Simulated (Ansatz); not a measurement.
# Nb under changes of volume

One of the cells (18.922 Å³/atom); the others are scaled copies at fixed shape and fractional positions:

```
Nb
1.0
     0.00000    2.11500    2.11500
     2.11500    0.00000    2.11500
     2.11500    2.11500    0.00000
Nb
1
Direct
  0.00000 0.00000 0.00000
```

This isn't the form of Nb at room conditions, which is bcc.

* Program: Ansatz 0.2.0
* Functional: LDA
* Potentials or basis: all-electron LAPW, scalar-relativistic
* Cutoff: 200 eV (chosen from the basis error)
* Basis error allowed: 0.001 eV/atom
* k mesh: 11 × 11 × 11
* Occupations: fermi-dirac, width 0.05 eV
* Spin: no spin polarisation

```csv
volume (Å³/atom),energy over the lowest point (meV/atom),pressure (GPa)
17.786,0.00,-1.0
18.165,6.80,-4.7
18.543,21.92,-8.0
18.922,44.57,-11.0
19.300,74.01,-13.7
19.679,109.57,-16.1
20.057,?,?
```

Problem. What does the run at 20.057 Å³/atom give?

Solution. Energy over the lowest point 150.59 meV/atom; pressure -18.3 GPa.

Worked out: A Birch-Murnaghan fit of order 3 (a polynomial in V^(-2/3)) to the other rows has its minimum at 17.69 Å³/atom, just outside them, with B0 = V·E''(V) = 188 GPa and B' = 3.9. It gives 150.57 meV/atom at 20.057 Å³/atom, against the run's 150.59, and -dE/dV = -18.5 GPa, against -18.3.

Energies are extrapolated to zero smearing.

The runs don't all hold the same shells in valence.
